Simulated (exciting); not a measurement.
A run of exciting (release sodium) is set up as follows.

Contents of input.xml:

```xml
<input>
  <title>Ir</title>
  <structure speciespath="./" tshift="false">
    <crystal scale="1">
      <basevect>0.000000000000 3.619959364333 3.619959364333</basevect>
      <basevect>3.619959364333 0.000000000000 3.619959364333</basevect>
      <basevect>3.619959364333 3.619959364333 0.000000000000</basevect>
    </crystal>
    <species speciesfile="Ir.xml" rmt="2.3">
      <atom coord="0.000000000000 0.000000000000 0.000000000000"/>
    </species>
  </structure>
  <groundstate do="fromscratch" ngridk="12 12 12" rgkmax="9" gmaxvr="14" lmaxapw="10" lmaxmat="10" lmaxvr="8" xctype="GGA_PBE" stype="Gaussian" swidth="0.00091873" nempty="12" ValenceRelativity="iora*" epsengy="1e-05" epspot="1e-05" maxscl="60" tforce="true" outputlevel="normal"/>
</input>
```

Potentials or basis: all-electron LAPW+lo, shipped species files, valence relativity iora*.

Command:

```bash
$ OMP_NUM_THREADS=1 exciting_smp
```

**Question.** Estimate the band gap on the k mesh.

**Answer.** None (metal or under the smearing width).

Spin-orbit coupling is left out, which matters for the levels of Ir.
